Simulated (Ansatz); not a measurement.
The system is AlNi.

```xyz
2
Lattice="1.9387 -1.9532 0.0000 1.9387 1.9532 0.0000 0.0000 0.0000 3.0994" Properties=species:S:1:pos:R:3 pbc="T T T"
Ni    1.9387    0.0000    1.5497
Al    0.0000    0.0000    0.0000
```

The cell comes from a database or a generator and needn't be the stable form of this composition.

Base run:

| Item | Value |
| --- | --- |
| Program | Ansatz 0.2.0 |
| Functional | PBEsol |
| Potentials or basis | Ansatz PAW |
| Cutoff | 420 eV (not typed: the program's choice for these potentials) |
| k mesh | 8 × 8 × 7 |
| Occupations | fermi-dirac, width 0.05 eV |
| Spin | collinear spin, ferromagnetic start |
| Starting moments | [0.2, 0.0] μB |
| Fixed moment | 0.2 μB |

Its results: pressure 0.6 GPa; site moments Ni +0.16; Al +0.02 μB.

Problem. After a change of settings the same cell gave: pressure 2.8 GPa; site moments Ni +0.58; Al +0.08 μB. Which change was it?
A. fixed moment from 0.2 μB to 1.2 μB; moments at the start from [0.2, 0.0] to [1.2, 0.0]
B. fixed moment from 0.2 μB to 0.5 μB; moments at the start from [0.2, 0.0] to [0.5, 0.0]
C. fixed moment from 0.2 μB to 0.8 μB; moments at the start from [0.2, 0.0] to [0.8, 0.0]
D. fixed moment from 0.2 μB to 1.5 μB; moments at the start from [0.2, 0.0] to [1.5, 0.0]

Solution. C.

Caveats: the total moment is fixed, so each spin has its own Fermi level; the PAW data sets come from PBE, with cores solved anew for the run's functional, which leaves a small shift of forces and pressure; the thresholds are loose for stress.
